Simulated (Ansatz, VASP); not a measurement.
**Be in VASP and in Ansatz**

Contents of INCAR:

```
PREC = Accurate
ENCUT = 600
EDIFF = 1E-6
ISMEAR = 0
SIGMA = 0.0413
LREAL = F
LASPH = T
NELM = 80
ALGO = Normal
ISIF = 3
LWAVE = F
LCHARG = F
GGA = PS
IBRION = 2
NSW = 100
EDIFFG = -0.01
```

Contents of KPOINTS:

```
Automatic mesh
0
Gamma
  12 12 8
```

File POSCAR:

```
Be
1.0
    2.3223586100      0.0000000000      0.0000000000
   -1.1611793100      2.0112259600      0.0000000000
    0.0000000000      0.0000000000      3.6317202100
Be
2
Direct
    0.3333300000      0.6666700000      0.2500000000
    0.6666600000      0.3333300000      0.7500000000
```

Input for Ansatz:

```yaml
crystal:
  lattice:
    - [2.32235861, 0.0, 0.0]
    - [-1.16117931, 2.01122596, 0.0]
    - [0.0, 0.0, 3.63172021]
  atoms:
    - { symbol: Be, position: [0.33333, 0.66667, 0.25] }
    - { symbol: Be, position: [0.66666, 0.33333, 0.75] }
  symmetry: { tolerance: 0.0003 }
kpoints:
  mp_grid: { grid: [12, 12, 8], shift: [0, 0, 0] }
magnetization:
  spin_polarized: false
scf:
  occupations: { method: gaussian, width: 0.0413 }
  lower_state_search: "off"
hamiltonian:
  pseudopotentials: { kind: paw }
  xc: pbesol
basis:
  ecutwfc: 420
  fft_grid_basis: typed
relax:
  max_steps: 80
  cell: { p_target: 0.0 }
output:
  forces: true
  stress: true
  eigenvalues: true
  bader: true
  populations: true
  elf: true
  write_potential: true
  volumetric_format: npy
  dos:
    e_range: [-12, 8]
    de: 0.05
    projected: { site_lists: { Be: [Be] } }
checkpoint:
  read: saved_state
```

Alike in both runs: task relaxation of cell and atoms; functional PBEsol; k mesh 12 × 12 × 8; occupations gaussian, width 0.0413 eV; no spin polarisation.

|  | VASP | Ansatz |
| --- | --- | --- |
| version | VASP 6.6.1 | Ansatz 0.2.0 |
| potentials or method | VASP PAW PBE potentials, release 64 (Be) | PAW plane waves |
| plane-wave cutoff (eV) | 600 | 420 |
| valence electrons in the cell | 4 | 4 |

```csv
,VASP,Ansatz,Ansatz less VASP
relaxed volume (Å³/atom),7.85,7.83,-0.013
relaxed cell length with the largest relative difference (Å),2.258,2.256,-0.0013
energy change over the relaxation (meV/atom),-17,-19,-1.3
```

Ansatz warned: «structure_snapped_to_symmetry».

Caveats: the PAW data sets were made with another functional, which shifts forces and pressure a little (VASP).
